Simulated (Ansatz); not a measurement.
Runs of Ansatz 0.2.0 on Ge. It takes space group Fd-3m (No. 227, cubic). Conventional cell: a = 5.658 Å, b = 5.658 Å, c = 5.658 Å, α = 90.00°, β = 90.00°, γ = 90.00°. Around Ge (site symmetry -43m) lie 4 Ge at 2.45 Å. 

```tsv
task	level	potentials or basis	spin	cell	k mesh	cutoff (eV)	smearing	points for each segment of the path	gap on the mesh (eV)	pressure (GPa)	moment (μB)
electron localisation function	LDA+D3(BJ)	Ansatz PAW polarizable	collinear, antiferromagnetic start	atoms moved at random, drawn with an rms of 0.02 Å	6 × 6 × 6	420	fermi-dirac 0.05 eV	-	none	-3.3	0.00
single point	PBEsol+D4	Ansatz PAW	non-collinear, antiferromagnetic start	as given	8 × 8 × 8	420	fermi-dirac 0.01 eV	-	none	(b)	0.00
single point	exchange-only PBE	Ansatz NC	off	as given	8 × 8 × 8	1061	methfessel-paxton 0.1 eV	-	none	(a)	-
band structure	m-r2SCAN	Ansatz PAW	off	as given	8 × 8 × 8	500	cold 0.01 eV	14	0.44	0.6	-
ladder of functionals	PBEsol+D4	Ansatz PAW earlier set	non-collinear, antiferromagnetic start	volume scaled by 1.15	8 × 8 × 8	820	fermi-dirac 0.1 eV	-	none	-6.9	0.00
```

Q: Estimate the missing entries.

A: (a) 13.0; (b) -0.6.

Caveats: the PAW data sets come from PBE, with cores solved anew for the run's functional, which leaves a small shift of forces and pressure (some runs); pairwise dispersion overbinds metals, which lowers pressure and volume (some runs); the starting moments weren't kept (some runs); this crystal is a semiconductor, whose small gap the functional closes, so the metal is an error of the method (some runs); the dispersion damping was fitted for another functional or another form of the correction (some runs); the potentials were made for another functional, which shifts forces and pressure (some runs).

A k mesh can miss the band edges, and the runs leave out spin-orbit coupling on Ge.

A gap of «none» marks a metal or a gap under the smearing width.

Runs at the PBE level aren't shown here.
